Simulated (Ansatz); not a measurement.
Ca: two-dimensional strain map

Level of theory: Ansatz 0.2.0, DFT PBE, scalar-relativistic, plane waves, PAW. Cutoff 420 eV, Γ-centred 14×14×14 k-points, Gaussian smearing of 0.15 eV. No spin polarisation. Energies are free energies at this smearing, counted from the undisturbed cell; pressure is positive in compression.

The starting cell (as given, not relaxed at this level; it stands at 0.3 GPa; this simple cubic form isn't the usual structure):

```
Ca
1.0
     3.48866    0.00000    0.00000
     0.00000    3.48866    0.00000
     0.00000    0.00000    3.48866
Ca
1
Cartesian
  0.0000 0.0000 0.0000
```

The cell is strained by p along both x and y and by q along z, fractional coordinates fixed. Points are written (p, q).

Energy above the undisturbed cell in meV/atom (a dash: not computed):

| p \ q | -0.030 | -0.015 | 0.000 | 0.015 | 0.030 |
| --- | --- | --- | --- | --- | --- |
| -0.030 | 19.7 | 15.7 | 14.8 | 16.6 | 21.0 |
| -0.015 | 11.3 | – | 4.7 | – | 9.2 |
| 0.000 | 8.3 | – | 0.0 | – | 2.9 |
| 0.030 | 16.6 | – | 4.5 | – | 4.6 |

Pressure in GPa:

```csv
p \ q,-0.030,-0.015,0.000,0.015,0.030
-0.030,1.5,1.3,1.1,0.9,0.8
-0.015,1.1,–,0.7,–,0.3
0.000,0.7,–,0.3,–,0.0
0.030,0.1,–,-0.3,–,-0.6
```